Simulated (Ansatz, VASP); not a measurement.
This is a calculation of WC (Qusongite) for VASP 6.6.1.

INCAR

```
SYSTEM = WC
ALGO     = Normal         ! electronic algorithm
EDIFF    = 1E-6           ! SCF threshold, eV
EDIFFG   = -0.005         ! ionic threshold
ENCUT    = 600            ! plane-wave cutoff, eV
GGA      = RP             ! functional
IBRION   = 2              ! ionic algorithm
ISIF     = 3              ! what is computed and relaxed
ISMEAR   = -1             ! smearing method
IVDW     = 13             ! dispersion correction
LASPH    = .TRUE.         ! aspherical terms in the spheres
LCHARG   = .FALSE.        ! write CHGCAR
LREAL    = .FALSE.        ! projectors in reciprocal space
LWAVE    = .FALSE.        ! write WAVECAR
NELM     = 60             ! most SCF steps
NSW      = 40             ! ionic steps
PREC     = Accurate       ! precision mode
SIGMA    = 0.05           ! smearing width, eV
```

File KPOINTS:

```
k-points
0
G
  10 10 9
  0 0 0
```

POSCAR

```
WC
1.0
    2.9065000000      0.0000000000      0.0000000000
   -1.4532500000      2.5171028361      0.0000000000
    0.0000000000      0.0000000000      2.8366000000
W C
1 1
Direct
    0.0000000000      0.0000000000      0.0000000000
    0.6666666667      0.3333333333      0.5000000000
```

Potentials or basis: VASP PAW PBE potentials, release 64 (W_sv, C).

The run is started by

```bash
$ cat potpaw_PBE.64/W_sv/POTCAR potpaw_PBE.64/C/POTCAR > POTCAR
$ mpirun -np 1 vasp_std > vasp.out
```

Question: Set up the same calculation for Ansatz 0.2.0. Potentials there: Ansatz PAW.

Answer: As run (the cutoff follows the program's own potentials):

Contents of input.yaml:

```yaml
crystal:
  lattice:
    - [2.9065, 0.0, 0.0]
    - [-1.45325, 2.5171028361, 0.0]
    - [0.0, 0.0, 2.8366]
  atoms:
    - { symbol: W, position: [0.0, 0.0, 0.0] }
    - { symbol: C, position: [0.6666666667, 0.3333333333, 0.5] }
hamiltonian:
  xc: rpbe
  pseudopotentials: { kind: paw }
  dispersion: d4
kpoints:
  mp_grid: { grid: [10, 10, 9] }
scf:
  occupations: { method: fermi_dirac, width: 0.05 }
output:
  forces: true
  stress: true
relax:
  f_tol: 0.01
  max_steps: 40
  cell: { stress_tol: 0.05 }
```

Potentials or basis: Ansatz PAW.

Launch:

```console
$ ansatz run input.yaml --threads 2 --pin off --max-ram 5632MiB --backend cpu --events-out ev --progress --plain --runs-dir out
```

Both were run:

|  | VASP | Ansatz | Ansatz less VASP |
| --- | --- | --- | --- |
| relaxed volume (Å³/atom) | 10.29 | 10.27 | -0.023 |
| relaxed cell length with the largest relative difference (Å) | 2.832 | 2.830 | -0.0027 |
| energy change over the relaxation (meV/atom) | -1 | -1 | -0.5 |

Caveats: the PAW data sets were made with another functional, which shifts forces and pressure a little (VASP); pairwise dispersion overbinds metals, which lowers pressure and volume (VASP); the plane-wave basis is chosen anew once the cell has moved, so the energies of steps on either side of that aren't comparable (Ansatz); the PAW data sets come from PBE, with cores solved anew for the run's functional, which leaves a small shift of forces and pressure (Ansatz). Spin-orbit coupling is left out, which matters for the levels of W.
